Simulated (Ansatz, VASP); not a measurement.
One calculation of Ti, two programs

File POSCAR:

```
Ti
1.0
    0.0000000000      2.0755009766      2.0755009766
    2.0755009766      0.0000000000      2.0755009766
    2.0755009766      2.0755009766      0.0000000000
Ti
1
Direct
    0.0000000000      0.0000000000      0.0000000000
```

Contents of INCAR.step1:

```
PREC = Accurate
ENCUT = 520
ISMEAR = 0
SIGMA = 0.1
LREAL = False
LASPH = True
NELM = 80
NBANDS = 12
GGA = PE
ALGO = Normal
EDIFF = 1E-4
LWAVE = True
LCHARG = False
```

INCAR.step2

```
PREC = Accurate
ENCUT = 520
EDIFF = 1E-6
ISMEAR = 0
SIGMA = 0.1
LREAL = False
LASPH = True
NELM = 80
ALGO = Normal
ISIF = 2
LWAVE = False
LCHARG = False
METAGGA = R2SCAN
LMIXTAU = True
NBANDS = 12
ISTART = 1
```

The input KPOINTS:

```
regular mesh
0
Gamma
  18 18 18
```

Input for Ansatz:

```yaml
crystal:
  lattice:
    - [0.0, 2.0755009738, 2.0755009738]
    - [2.0755009738, 0.0, 2.0755009738]
    - [2.0755009738, 2.0755009738, 0.0]
  atoms:
    - { symbol: Ti, position: [0.0, 0.0, 0.0] }
basis:
  ecutwfc: 500
kpoints:
  mp_grid: { grid: [18, 18, 18] }
hamiltonian:
  xc: r2scan
scf:
  occupations: { method: gaussian, width: 0.1 }
output:
  forces: true
  stress: true
  eigenvalues: true
```

Alike in both runs: task single point; functional r2SCAN; k mesh 18 × 18 × 18; occupations gaussian, width 0.1 eV; no spin polarisation.

|  | VASP | Ansatz |
| --- | --- | --- |
| version | VASP 6.6.1 | Ansatz 0.2.0 |
| potentials or method | VASP PAW PBE potentials, release 64 (Ti_sv) | scalar-relativistic, plane waves, PAW |
| plane-wave cutoff (eV) | 520 | 500 |
| valence electrons in the cell | 12 | 12 |

```csv
,VASP,Ansatz,Ansatz less VASP
gap on the k mesh at the Fermi level (eV),none,none,-
pressure (GPa),-2.8,-3.1,-0.36
```

A gap of «none» marks a metal or a gap that the smearing closes.

Caveats: the PAW data sets were made with another functional, which shifts forces and pressure a little (VASP).
